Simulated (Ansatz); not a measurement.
**O on Ni (Nickel) (100)**

This session takes Ni (Nickel) and sets out to compare the adsorption sites of O.

Method: DFT PBE+D3(BJ), scalar-relativistic, plane waves, PAW, in Ansatz 0.2.0.

2 further runs of the same task are left out: 2 set aside as unsound or not needed.

**1. The starting structure**

It takes space group P4mm (No. 99, tetragonal). The conventional cell has a = 2.459 Å, b = 2.459 Å, c = 23.956 Å, α = 90.00°, β = 90.00°, γ = 90.00°. Ni (site symmetry 4mm) is surrounded by 8 Ni at 2.46 Å. Ni (site symmetry 4mm) has 12 Ni at 2.46 to 2.47 Å as nearest neighbours. Ni (site symmetry 4mm) is surrounded by 12 Ni at 2.44 to 2.47 Å. Ni (site symmetry 4mm) has 8 Ni at 2.44 to 2.46 Å as nearest neighbours.

Coordinates:

```cif
data_structure
_symmetry_space_group_name_H-M 'P 1'
_symmetry_Int_Tables_number 1
_cell_length_a 3.4782
_cell_length_b 3.4782
_cell_length_c 23.9564
_cell_angle_alpha 90.000
_cell_angle_beta 90.000
_cell_angle_gamma 90.000
_cell_volume 289.82
loop_
_atom_site_label
_atom_site_type_symbol
_atom_site_fract_x
_atom_site_fract_y
_atom_site_fract_z
_atom_site_occupancy
Ni1 Ni 0.00000 0.50000 0.35481 1
Ni2 Ni 0.50000 0.00000 0.35481 1
Ni3 Ni 0.50000 0.50000 0.42741 1
Ni4 Ni 0.00000 0.00000 0.42741 1
Ni5 Ni 0.00000 0.50000 0.50076 1
Ni6 Ni 0.50000 0.00000 0.50076 1
Ni7 Ni 0.50000 0.50000 0.57424 1
Ni8 Ni 0.00000 0.00000 0.57424 1
Ni9 Ni 0.00000 0.50000 0.64557 1
Ni10 Ni 0.50000 0.00000 0.64557 1
```

Planes are indexed in the bulk's conventional cell (Fm-3m (No. 225)), a = 3.478 Å, b = 3.478 Å, c = 3.478 Å, α = 90.00°, β = 90.00°, γ = 90.00°.

This (100) slab, 7.0 Å thick as cut, with 17 Å of vacuum; its outer planes are Ni (top) and Ni (bottom), was relaxed beforehand with its lower half held: -58397.3780 eV, work function 4.93 eV.

**2. Start: O, top (Ni)**

Contents of input.yaml:

```yaml
crystal:
  lattice:
    - [3.4781861089, 0.0, 0.0]
    - [0.0, 3.4781861089, 0.0]
    - [0.0, 0.0, 25.9563722178]
  atoms:
    - { symbol: Ni, position: [0.0, 0.5, 0.3274725732], spin: 0.84 }
    - { symbol: Ni, position: [0.5, 0.0, 0.3274725732], spin: 0.84 }
    - { symbol: Ni, position: [0.5, 0.5, 0.394473194], spin: 0.74 }
    - { symbol: Ni, position: [0.0, 0.0, 0.394473194], spin: 0.74 }
    - { symbol: Ni, position: [0.0, 0.5, 0.4621740688], spin: 0.74 }
    - { symbol: Ni, position: [0.5, 0.0, 0.4621740688], spin: 0.74 }
    - { symbol: Ni, position: [0.5, 0.5, 0.5299925552], spin: 0.74 }
    - { symbol: Ni, position: [0.0, 0.0, 0.5299925552], spin: 0.74 }
    - { symbol: Ni, position: [0.0, 0.5, 0.5958274598], spin: 0.83 }
    - { symbol: Ni, position: [0.5, 0.0, 0.5958274598], spin: 0.83 }
    - { symbol: O, position: [0.5, 0.0, 0.6690272115], spin: 2.0 }
basis:
  ecutwfc: 420
kpoints:
  mp_grid: { grid: [8, 8, 1] }
hamiltonian:
  xc: pbe
  dispersion: d3bj
scf:
  occupations: { method: gaussian, width: 0.1 }
output:
  forces: true
  eigenvalues: true
  populations: true
  write_density: true
  write_potential: true
  elf: true
  volumetric_format: npy
magnetization:
  spin_polarized: true
relax:
  adjacent_minimum: "off"
  f_tol: 0.03
  max_steps: 70
  constraints: [{ sites: [0, 1, 2, 3] }]
efield:
  axis: 3
  dipole_correction: true
```

Launch:

```
ansatz run input.yaml --threads 4 --pin off --max-ram 10240MiB --backend cpu --events-out ev --progress --plain --runs-dir out
```

The session goes on with these runs: start: O, bridge (Ni-Ni); O at the hollow over Ni site.

Q: Predict the outcome of this session. Wanted: O: lowest end.

As calculated:

| quantity | value |
| --- | --- |
| O: lowest end | E_ads -5.44 eV, from the hollow over Ni start, 4 bonded, 0.84 Å high |

**Reading.** The strongest binding of O is 5.44 eV, a strong chemical bond when counted from the free atom, not from the element's molecule or solid; the ends span 1.56 eV. It raises the work function by 0.65 eV, as a dipole layer with its negative end outwards does. A start on a symmetric site keeps its symmetry, so an end may be a saddle point and not a minimum.
